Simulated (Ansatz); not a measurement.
## Elastic constants of BeS (F-43m) under pressure

```xyz
2
Lattice="0.0000 2.4342 2.4342 2.4342 0.0000 2.4342 2.4342 2.4342 0.0000" Properties=species:S:1:pos:R:3 pbc="T T T"
Be    0.0000    0.0000    0.0000
S     3.6513    3.6513    3.6513
```

This is the zero-pressure cell. At each pressure cell and atoms are relaxed in this structure, and the constants are slopes of the stress at strains of ±0.005 with relaxed ions (the coefficients that govern stability under load). Level: r²SCAN, PAW on Ansatz 0.2.0's default frozen-core files (fitted under PBE), scalar-relativistic; k mesh 8×8×8, strains of ±0.005, fixed occupations, cutoff 500 eV. P is the pressure of the relaxed cell, less that of this one.

```csv
P (GPa),V/V₀,C11 (GPa),C12 (GPa),C44 (GPa)
0.00,1.0000,164.8,63.9,87.3
0.99,0.9900,169.0,67.4,88.9
2.01,0.9804,173.2,70.9,90.5
3.99,0.9627,181.2,77.7,93.3
6.98,?,?,?,?
9.97,0.9168,204.5,97.8,100.5
14.96,0.8850,222.8,114.1,105.4
```

Task: Does the bulk modulus from the constants agree with the pressure-volume curve?

Result: A third-order Birch-Murnaghan fit to the volumes shown (F against f, f = [(V₀/V)^(2/3) − 1]/2) gives B₀ = 97.6 GPa and B′ = 3.7. Its −V dP/dV stands beside (C11 + 2C12)/3:

```
P (GPa)  from P(V)  from the constants
   0.00       97.6                97.5
   0.99      101.3               101.3
   2.01      105.0               105.0
   3.99      112.2               112.2
   9.97      133.3               133.3
  14.96      150.4               150.3
```

Task: What are the pressure derivatives at zero pressure?

Result: Slopes at V₀ of quadratic fits in −ln(V/V₀) through the first four rows shown, divided by B₀: dC11/dP = 4.2, dC12/dP = 3.5, dC44/dP = 1.7. The mean slopes up to 2.0 GPa are 4.2, 3.5, 1.6; curvature and scatter of the constants part the two. The combination (dC11/dP + 2 dC12/dP)/3 = 3.8 stands against B′.

Task: Fill the row at 6.98 GPa.

Result: Cubic fits in −ln(V/V₀) through all rows shown give C11 = 193.0, C12 = 87.9, C44 = 97.2 GPa. Computed: V/V₀ = 0.9384, C11 (GPa) = 193.0, C12 (GPa) = 87.8, C44 (GPa) = 97.2.

Task: Does a shear stiffness soften?

Result: C44 goes from 87.3 to 105.4 GPa; (C11 − C12)/2 goes from 50.5 to 54.4 GPa. Neither ends more than 3 % under its start, and the lattice stays mechanically stable over this range.

Keep in mind: no other phase was computed; many crystals of this kind change structure within this range, and rows or crossings beyond such a change describe a metastable lattice; frozen-core PAW files fitted under PBE, their cores solved anew for the functional of the run; constants at zero field, no piezoelectric stiffening; phonons weren't checked at these pressures.
